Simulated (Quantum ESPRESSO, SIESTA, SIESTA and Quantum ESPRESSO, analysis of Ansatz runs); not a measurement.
## SiC (F-43m):Mg_Si, a ladder of methods on one cell (SIESTA and Quantum ESPRESSO)

We place the charge-transition levels of Mg_Si in SiC (F-43m) with atom-centred orbitals, then repeat the energies at other levels of method to see what holds. Model: a cell of 54 host atoms with 1 Si taken out and 1 Mg put in.

Method: SIESTA numerical-orbital DFT, PBEsol, DZP basis, PseudoDojo 0.4.1 potentials converted to PSML; charged supercells in a uniform background, point-charge correction with alignment at far sites, in SIESTA and Quantum ESPRESSO.

Experimental background.

For SiC, cubic 3C zincblende (literature value), “Insight into the structural, elastic and electronic properties of a new orthorhombic 6O-SiC polytype” (2020, pmc:7200658) quotes earlier work: band gap (indirect gap) 2.4 eV [literature value; measurement temperature and method not stated].

### Step 1. The starting structure

The cell holds 54 atoms: 26 Si, 27 C and 1 Mg. Cell: a = 9.283 Å, b = 9.283 Å, c = 9.283 Å, α = 60.0°, β = 60.0°, γ = 60.0°. It derives from SiC (space group F-43m). Nearest the centre at fractional (0.333, 0.667, 0.667): Mg35 at 0.00 Å, C36 at 1.89 Å, C18 at 1.89 Å, C30 at 1.89 Å, C34 at 1.89 Å, Si25 at 3.09 Å, Si13 at 3.09 Å, Si21 at 3.09 Å.

As a file:

```
CELL_PARAMETERS angstrom
0.00000 6.56441 6.56441
6.56441 0.00000 6.56441
6.56441 6.56441 0.00000
ATOMIC_POSITIONS crystal
Si 0.00000 0.00000 0.00000
C 0.08333 0.08333 0.08333
Si 0.00000 0.00000 0.33333
C 0.08333 0.08333 0.41667
Si 0.00000 0.00000 0.66667
C 0.08333 0.08333 0.75000
Si 0.00000 0.33333 0.00000
C 0.08333 0.41667 0.08333
Si 0.00000 0.33333 0.33333
C 0.08333 0.41667 0.41667
Si 0.00000 0.33333 0.66667
C 0.08333 0.41667 0.75000
Si 0.00000 0.66667 0.00000
C 0.08333 0.75000 0.08333
Si 0.00000 0.66667 0.33333
C 0.08333 0.75000 0.41667
Si 0.00000 0.66667 0.66667
C 0.08333 0.75000 0.75000
Si 0.33333 0.00000 0.00000
C 0.41667 0.08333 0.08333
Si 0.33333 0.00000 0.33333
C 0.41667 0.08333 0.41667
Si 0.33333 0.00000 0.66667
C 0.41667 0.08333 0.75000
Si 0.33333 0.33333 0.00000
C 0.41667 0.41667 0.08333
Si 0.33333 0.33333 0.33333
C 0.41667 0.41667 0.41667
Si 0.33333 0.33333 0.66667
C 0.41667 0.41667 0.75000
Si 0.33333 0.66667 0.00000
C 0.41667 0.75000 0.08333
Si 0.33333 0.66667 0.33333
C 0.41667 0.75000 0.41667
Mg 0.33333 0.66667 0.66667
C 0.41667 0.75000 0.75000
Si 0.66667 0.00000 0.00000
C 0.75000 0.08333 0.08333
Si 0.66667 0.00000 0.33333
C 0.75000 0.08333 0.41667
Si 0.66667 0.00000 0.66667
C 0.75000 0.08333 0.75000
Si 0.66667 0.33333 0.00000
C 0.75000 0.41667 0.08333
Si 0.66667 0.33333 0.33333
C 0.75000 0.41667 0.41667
Si 0.66667 0.33333 0.66667
C 0.75000 0.41667 0.75000
Si 0.66667 0.66667 0.00000
C 0.75000 0.75000 0.08333
Si 0.66667 0.66667 0.33333
C 0.75000 0.75000 0.41667
Si 0.66667 0.66667 0.66667
C 0.75000 0.75000 0.75000
```

Known beforehand: the electronic dielectric constant, 7.10, and the static one, 10.43, from a response run on this crystal (DFPT, PBEsol, Quantum ESPRESSO) at that run's own cell.

The cell's shortest repeat is 9.3 Å.

The primitive cell was relaxed at this level beforehand, to 20.95 Å³.

The defect-free supercell was relaxed beforehand, from displaced atoms: they ended at most 0.01 Å from the sites they started about, so the symmetric structure holds.

### Step 2. Band edges

Levels are counted from the valence top, which comes from the unit cell, dense mesh; the energy of the host comes from the defect-free supercell at the defects' own k-points, so that the host's part of the sampling error cancels.

The input, host.fdf:

```
SystemName                      SiC
SystemLabel                     host
NumberOfSpecies                 2
NumberOfAtoms                   2
%block ChemicalSpeciesLabel
  1   14 Si
  2    6 C
%endblock ChemicalSpeciesLabel
LatticeConstant                 1.0 Ang
%block LatticeVectors
     0.000001000     2.188136000     2.188136000
     2.188136000     0.000001000     2.188136000
     2.188136000     2.188136000     0.000001000
%endblock LatticeVectors
AtomicCoordinatesFormat         Fractional
%block AtomicCoordinatesAndAtomicSpecies
     0.000003199     0.000003199     0.000003199  1
     0.249996972     0.249996972     0.249996972  2
%endblock AtomicCoordinatesAndAtomicSpecies
%block kgrid.MonkhorstPack
   12   0   0  0.00
    0  12   0  0.00
    0   0  12  0.00
%endblock kgrid.MonkhorstPack
XC.Functional                   GGA
XC.Authors                      PBEsol
PAO.BasisSize                   DZP
PAO.EnergyShift                 0.005 Ry
Mesh.Cutoff                     300 Ry
OccupationFunction              FD
ElectronicTemperature           0.01 eV
MaxSCFIterations                150
SCF.MustConverge                true
SCF.Mixer.Method                Pulay
SCF.Mixer.Weight                0.2
SCF.Mixer.History               10
SCF.DM.Tolerance                1.0e-4
SCF.H.Tolerance                 1.0e-3 eV
WriteForces                     true
Charge.Mulliken                 end
```

Started as:

```bash
$ OMP_NUM_THREADS=1 siesta host.fdf > host.out
```

What it wrote:

```text
Version         : 5.4.2

                           ***********************
                           *  WELCOME TO SIESTA  *
                           ***********************

[...]
reinit: Reading from file host.fdf

reinit: -----------------------------------------------------------------------
reinit: System Name: SiC
reinit: -----------------------------------------------------------------------
reinit: System Label: host
reinit: -----------------------------------------------------------------------

initatom: Reading input for the pseudopotentials and atomic orbitals ----------
Species number:   1 Atomic number:   14 Label: Si
Species number:   2 Atomic number:    6 Label: C

[... pseudopotential checks and orbital generation ...]

prinput: Basis input

PAO.BasisType split

%block ChemicalSpeciesLabel
    1   14 Si                      # Species index, atomic number, species label
    2    6 C                       # Species index, atomic number, species label
%endblock ChemicalSpeciesLabel

%block PAO.Basis                 # Define Basis set
# WARNING: This information might be incomplete!
[...]
(Free)E + p*V (eV/cell)     -278.7432
Target enthalpy (eV/cell)     -278.7457
[...]
siesta: Final energy (eV):
siesta:  Band Struct. =    -101.151306
siesta:       Kinetic =     156.951378
siesta:       Hartree =      31.268314
siesta:         Exch. =     -90.540145
siesta:         Corr. =     -11.300426
siesta:   Exch.-corr. =    -101.840571
siesta:  Ion-electron =    -210.155603
siesta:       Ion-ion =    -154.969201
siesta:         Total =    -278.745682
siesta:         Fermi =      -6.333765
[...]
siesta: Stress tensor (static) (eV/Ang**3):
siesta:    -0.000116   -0.000014   -0.000014
siesta:    -0.000014   -0.000116   -0.000014
siesta:    -0.000014   -0.000014   -0.000116
[...]
siesta: Cell volume =         20.953310 Ang**3
[...]
siesta: Pressure (static):
siesta:                Solid            Molecule  Units
siesta:           0.00000127          0.00000094  Ry/Bohr**3
siesta:           0.00011615          0.00008588  eV/Ang**3
siesta:           0.18609308          0.13758814  kBar
[...]
mulliken: Qtot =        8.000

Mulliken Atomic Populations:
Atom #   charge [q] valence [e]  Species
     1    -0.114310    4.114310  Si
     2     0.114310    3.885690  C
 Total     0.000000

Job completed
```

Run time: 26 s. Hardware: 1 MPI rank of Arm Neoverse V1, shared host; peak memory 0.2 GiB.

The gap at this level is 1.23 eV.

Test of the sampling: at one point at (¼, ¼, ¼) the host's energy lies 128 meV an atom above its value on the primitive cell's dense mesh, too far, so all defect runs take a 2×2×2 mesh.

(Continued in part 2 of 3.)

[Logs are printed without paths, hosts, clocks, repeated set-up lines and the standing remarks that a program may print on its own settings, such as how far it seeks lower states.]

[Hosts, paths, dates, database ids (printed as entryN), source tags and the programs' standing remarks are cut or masked in the printed files.]

[For some hosts the program warned that the k-mesh of the response run may be too coarse for force constants and the static dielectric constant; such warnings are not shown here.]

[Charge tables in the logs are Mulliken or Hirshfeld populations, whose sizes and signs can differ; where basis functions stand at a vacancy, SIESTA counts their charge against the missing atom's valence.]

[In relaxation paths of CP2K, step 0 can be the structure after the first move, since the trajectory file begins there, and the last row can be the final structure solved once more.]
